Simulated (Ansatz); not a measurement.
Density of states of a Si₇Ni₈ cell (a crystal with Si atoms taken out, relaxed), per eV and atom, broadened by Gaussian smearing of width 0.1 eV and averaged over bins of 0.2 eV, from 8 eV under the Fermi level at most up to where the solved bands end.

The calculation used DFT PBE, scalar-relativistic, plane waves, PAW (Ansatz).

Cutoff 420 eV; k points 7×7×7 on the computed 15-atom cell (Γ-centred); Gaussian smearing, width 0.10 eV; no spin polarisation.

```
CELL_PARAMETERS angstrom
-6.10493 -0.02572 -0.01407
-3.04960 3.04977 -4.79185
-3.07702 -3.09641 -4.80633
ATOMIC_POSITIONS crystal
Si 0.64342 0.35694 0.79748
Si 0.19945 0.32024 0.83285
Si 0.68029 0.80207 0.35193
Si 0.15879 0.84123 0.31303
Si 0.09829 0.40664 0.43086
Si 0.06803 0.93219 0.90912
Si 0.59399 0.90208 0.93517
Ni 0.41228 0.58793 0.06842
Ni 0.92797 0.55963 0.10213
Ni 0.44092 0.07218 0.58899
Ni 0.89412 0.10600 0.56162
Ni 0.85077 0.65458 0.68685
Ni 0.29829 0.70172 0.65722
Ni 0.81700 0.18424 0.13959
Ni 0.34563 0.14976 0.19145
```

```
E − E_F (eV) total Ni 3d Si 3p Si 3s Ni 4s
       -7.95  0.300  0.040  0.078  0.150  0.029
       -7.75  0.221  0.033  0.055  0.110  0.020
       -7.55  0.217  0.041  0.046  0.110  0.017
       -7.35  0.266  0.054  0.049  0.141  0.018
       -7.15  0.119  0.026  0.027  0.056  0.009
       -6.95  0.079  0.014  0.037  0.015  0.012
       -6.75  0.086  0.014  0.048  0.009  0.014
       -6.55  0.155  0.025  0.091  0.013  0.025
       -6.35  0.202  0.035  0.118  0.017  0.030
       -6.15  0.279  0.052  0.166  0.020  0.038
       -5.95  0.349  0.074  0.194  0.033  0.043
       -5.75  0.351  0.087  0.192  0.033  0.035
       -5.55  0.428  0.118  0.223  0.039  0.042
       -5.35  0.454  0.139  0.234  0.033  0.041
       -5.15  0.550  0.194  0.267  0.035  0.045
       -4.95  0.562  0.229  0.252  0.035  0.038
       -4.75  0.439  0.192  0.186  0.026  0.028
       -4.55  0.503  0.239  0.199  0.026  0.030
       -4.35  0.455  0.224  0.182  0.019  0.022
       -4.15  0.293  0.154  0.104  0.012  0.017
       -3.95  0.517  0.314  0.136  0.020  0.033
       -3.75  0.827  0.558  0.180  0.024  0.042
       -3.55  0.998  0.732  0.177  0.021  0.038
       -3.35  1.391  1.091  0.205  0.019  0.032
       -3.15  1.529  1.228  0.213  0.023  0.021
       -2.95  1.703  1.389  0.222  0.028  0.023
       -2.75  1.669  1.398  0.186  0.021  0.029
       -2.55  1.658  1.412  0.167  0.018  0.028
       -2.35  2.171  1.910  0.166  0.019  0.033
       -2.15  1.920  1.716  0.124  0.013  0.026
       -1.95  1.645  1.493  0.087  0.010  0.020
       -1.75  1.859  1.704  0.091  0.012  0.017
       -1.55  1.812  1.657  0.090  0.014  0.019
       -1.35  1.492  1.361  0.074  0.013  0.020
       -1.15  1.238  1.091  0.087  0.019  0.022
       -0.95  1.258  1.047  0.124  0.036  0.028
       -0.75  0.932  0.698  0.135  0.047  0.026
       -0.55  0.638  0.423  0.129  0.037  0.022
       -0.35  0.474  0.274  0.120  0.032  0.022
       -0.15  0.345  0.181  0.100  0.024  0.017
        0.05  0.294  0.144  0.090  0.026  0.014
        0.25  0.246  0.123  0.070  0.026  0.011
        0.45  0.309  0.148  0.095  0.033  0.012
        0.65  0.310  0.142  0.107  0.032  0.010
        0.85  0.278  0.120  0.099  0.032  0.010
        1.05  0.303  0.124  0.109  0.039  0.012
        1.25  0.402  0.150  0.151  0.053  0.020
        1.45  0.203  0.069  0.083  0.026  0.011
        1.65  0.325  0.098  0.132  0.048  0.021
```

The columns after the total are the largest Löwdin projections on the valence shells of the potentials, so they needn't add up, and the weight of a shell that a potential lacks goes to other orbitals. The cell has no gap on the mesh.

Cost: 2 runs of about 17 core-minutes in all (earlier runs that led there not counted), on Arm Neoverse V2 (shared hosts).